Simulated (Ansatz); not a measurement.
# GaAs: the cost of one run

Method: DFT r2SCAN, scalar-relativistic, plane waves, PAW, in Ansatz 0.2.0.

1 further run of the same task is left out (set aside as unsound or not needed).

## Step 1: The system as given

It takes space group F-43m (No. 216, cubic). Conventional cell: a = 5.666 Å, b = 5.666 Å, c = 5.666 Å, α = 90.00°, β = 90.00°, γ = 90.00°. Ga (site symmetry -43m) has 4 As at 2.45 Å as nearest neighbours. As (site symmetry -43m) has 4 Ga at 2.45 Å as nearest neighbours.

Structure file:

```
CELL_PARAMETERS angstrom
0.00000 2.83320 2.83320
2.83320 0.00000 2.83320
2.83320 2.83320 0.00000
ATOMIC_POSITIONS crystal
Ga 0.00000 0.00000 0.00000
As 0.75000 0.75000 0.75000
```

It is the result of an earlier relaxation at this level (volume 22.74 Å³/atom; gap on the mesh: 0.96 eV).

## Step 2: Zero of the scan

The input, input.yaml:

```yaml
crystal:
  lattice:
    - [0.0, 2.8332036529, 2.8332036529]
    - [2.8332036529, 0.0, 2.8332036529]
    - [2.8332036529, 2.8332036529, 0.0]
  atoms:
    - { symbol: Ga, position: [0.0, 0.0, 0.0] }
    - { symbol: As, position: [0.75, 0.75, 0.75] }
basis:
  ecutwfc: 500
kpoints:
  mp_grid: { grid: [8, 8, 8] }
hamiltonian:
  xc: r2scan
scf:
  occupations: { method: gaussian, width: 0.05 }
output:
  forces: true
  stress: true
  eigenvalues: true
  write_density: true
  write_potential: true
  elf: true
  volumetric_format: npy
```

Command:

```sh
$ ansatz run input.yaml --threads 1 --pin off --max-ram 2560MiB --backend cpu --events-out ev --progress --plain --runs-dir out
```

What time and memory should one allow on 1 thread of Intel Xeon Platinum 8488C (Sapphire Rapids), shared host?

About 4.7 s, with a peak of 0.5 GiB.
